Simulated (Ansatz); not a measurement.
Germanium (dhcp) across density functionals

All rows: Ansatz, plane waves with scalar-relativistic PAW, 420 eV (500 eV for the SCAN forms), relaxed under each functional, no dispersion correction, no zero-point motion. B₀ comes from uniform scaling at fixed shape; a dash is a value not given.

```csv
functional,V (Å³/atom),cell,B₀ (GPa),magnetic state,ΔE to diamond (meV/atom)
PBE,19.53,"a = 3.022 Å, c = 9.877 Å (c/a = 3.269)",62,spin not included,334
r²SCAN,18.85,"a = 3.025 Å, c = 9.509 Å (c/a = 3.143)",67,spin not included,588
PBEsol,18.47,"a = 2.988 Å, c = 9.553 Å (c/a = 3.197)",73,spin not included,279
LDA,18.05,"a = 2.969 Å, c = 9.462 Å (c/a = 3.187)",74,spin not included,316
revPBE,19.88,"a = 3.037 Å, c = 9.956 Å (c/a = 3.278)",58,spin not included,352
BLYP,21.79,"a = 3.123 Å, c = 10.320 Å (c/a = 3.305)",47,spin not included,505
```

Task: What does RPBE give?

Result: V (Å³/atom): 20.02; cell: a = 3.044 Å, c = 9.980 Å (c/a = 3.279); B₀ (GPa): 60; magnetic state: spin not included; ΔE to diamond (meV/atom): 359.
